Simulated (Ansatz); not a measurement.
## TiNi and the effect of the pressure

The cell as given:

```yaml
crystal:
  lattice:
    - [2.98807, 0.00000, 0.00000]
    - [0.00000, 2.98807, 0.00000]
    - [0.00000, 0.00000, 2.98807]
  atoms:
    - { symbol: Ni, position: [0.00000, 0.00000, 0.00000] }
    - { symbol: Ti, position: [0.50000, 0.50000, 0.50000] }
```

The cell comes from a database or a generator and needn't be the stable form of this composition.

Kept alike: task relaxation of cell and atoms; functional PBEsol; k mesh 9 × 9 × 9; occupations fermi-dirac, width 0.05 eV; collinear spin, ferromagnetic start. Program: Ansatz, all-electron LAPW, scalar-relativistic. The mesh is that of the run's cell of 2 atoms. No spin-orbit coupling.

```csv
"pressure, P (GPa)",volume (Å³/atom)
0,13.099
5,12.752
10,?
20,11.930
30,11.500
```

The relaxations keep at least the cell's symmetry (Pm-3m). For a metal such a mesh leaves the last digits unconverged. The runs follow the start's structure, whether or not it is the stable one at these pressures. P is the pressure aimed at, which the runs meet within some hundredths to tenths of a GPa. The moments vanished: the runs ended non-magnetic.

Problem. Fit the rows shown and predict the run at 10 GPa.

Solution. Murnaghan's form V = V0 (1 + B′P/B0)^(-1/B′) through the rows shown has V0 = 13.0984, B0 = 177.7 GPa and B′ = 3.85 (largest miss 0.0011); at P = 10 it gives 12.448 Å³/atom. The run gave: volume 12.445 Å³/atom.
